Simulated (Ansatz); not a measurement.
# TiAl: the cost of one run

Program: Ansatz 0.2.0. Level of theory: DFT PBE, scalar-relativistic, plane waves, PAW. These are calculated values, not measurements.

4 further runs of the same task are left out: 1 that didn't finish, 3 set aside as unsound or not needed.

## (1) Starting point

The structure is tetragonal, space group P4/mmm (No. 123). The conventional cell has a = 2.822 Å, b = 2.822 Å, c = 4.077 Å, α = 90.00°, β = 90.00°, γ = 90.00°. Ti (site symmetry 4/mmm) is surrounded by 4 Ti at 2.82 Å and 8 Al at 2.85 Å. Around Al (site symmetry 4/mmm) lie 4 Al at 2.82 Å and 8 Ti at 2.85 Å.

Structure file:

```cif
data_structure
_symmetry_space_group_name_H-M 'P 1'
_symmetry_Int_Tables_number 1
_cell_length_a 2.8221
_cell_length_b 4.9582
_cell_length_c 4.9582
_cell_angle_alpha 110.615
_cell_angle_beta 90.000
_cell_angle_gamma 90.000
_cell_volume 64.94
loop_
_atom_site_label
_atom_site_type_symbol
_atom_site_fract_x
_atom_site_fract_y
_atom_site_fract_z
_atom_site_occupancy
Ti1 Ti 0.00000 0.50000 0.50000 1
Ti2 Ti 0.00000 0.00000 0.00000 1
Al1 Al 0.50000 0.50000 0.00000 1
Al2 Al 0.50000 0.00000 0.50000 1
```

It is built from the cell relaxed beforehand with the same method (16.23 Å³/atom).

## (2) Zero of energy

The cell is repeated 2 times, 4 atoms in all. Reference values: F = -6075.9797 eV; pressure 0.03 GPa; largest force 0.000 eV/Å; gap on the mesh none (metal). It was computed beforehand with the settings of the runs below.

## (3) The scan: a frozen normal mode

Mode 5 of the phonon run on this cell, counted from the lowest, is frozen in: each atom moves by x times its row below, so x is the largest displacement.

```
atom      ux     uy     uz
 Ti1  -1.000  0.000  0.000
 Ti2   1.000  0.000  0.000
 Al3   0.000  0.000  0.000
 Al4   0.000  0.000  0.000
```

## (4) Point x = -0.120 Å

File input.yaml:

```yaml
crystal:
  lattice:
    - [-2.8220914054, 0.0, 0.0]
    - [0.0, 2.8220914054, 4.076765125]
    - [0.0, 2.8220914054, -4.076765125]
  atoms:
    - { symbol: Ti, position: [0.957478344, 0.5, 0.5] }
    - { symbol: Ti, position: [1.042521656, 0.0, 0.0] }
    - { symbol: Al, position: [0.5, 0.5, 0.0] }
    - { symbol: Al, position: [0.5, 0.0, 0.5] }
basis:
  ecutwfc: 420
kpoints:
  mp_grid: { grid: [22, 14, 14] }
hamiltonian:
  xc: pbe
scf:
  occupations: { method: gaussian, width: 0.15 }
output:
  forces: true
  stress: true
  eigenvalues: true
```

Launch:

```
> ansatz run input.yaml --threads 2 --pin off --max-ram 5120MiB --backend cpu --events-out ev --progress --plain --runs-dir out
```

Q: Estimate wall time and peak memory on 2 threads of Intel Xeon at 2.50GHz (Skylake/Cascade Lake), shared host.

About 70 s, with a peak of 0.9 GiB.
